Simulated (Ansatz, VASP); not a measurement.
# BN in VASP and in Ansatz

```
B N
1.0
     2.46150    0.00000    0.00000
    -1.23075    2.13172    0.00000
     0.00000    0.00000    7.80147
B N
2 2
Direct
  0.33333 0.66667 0.25000
  0.66667 0.33333 0.75000
  0.33333 0.66667 0.75000
  0.66667 0.33333 0.25000
```

Alike in both runs: task single point; functional PBEsol; k mesh 12 × 12 × 4; occupations gaussian, width 0.05 eV; no spin polarisation.

```csv
,VASP,Ansatz
version,VASP 6.6.1,Ansatz 0.2.0
potentials or method,"VASP PAW PBE potentials, release 64 (B, N)","scalar-relativistic, plane waves, PAW"
plane-wave cutoff (eV),520,520
valence electrons in the cell,16,16
```

VASP gave:

* gap on the k mesh at the Fermi level (eV): 4.40
* least direct gap on the mesh (eV): 4.75
* pressure (GPa): 11.5
* largest component of the traceless stress (GPa): 11.98

**Question.** Which values does Ansatz return?

**Answer.** gap on the k mesh at the Fermi level (eV): 4.40; least direct gap on the mesh (eV): 4.75; pressure (GPa): 11.1; largest component of the traceless stress (GPa): 11.43.

Ansatz warned: «pseudo_functional_mismatch».

Caveats: the PAW data sets were made with another functional, which shifts forces and pressure a little (VASP); this functional lacks dispersion, which binds the layers, so the pressure and a relaxed spacing across them are unreliable. A k mesh can miss the band edges.
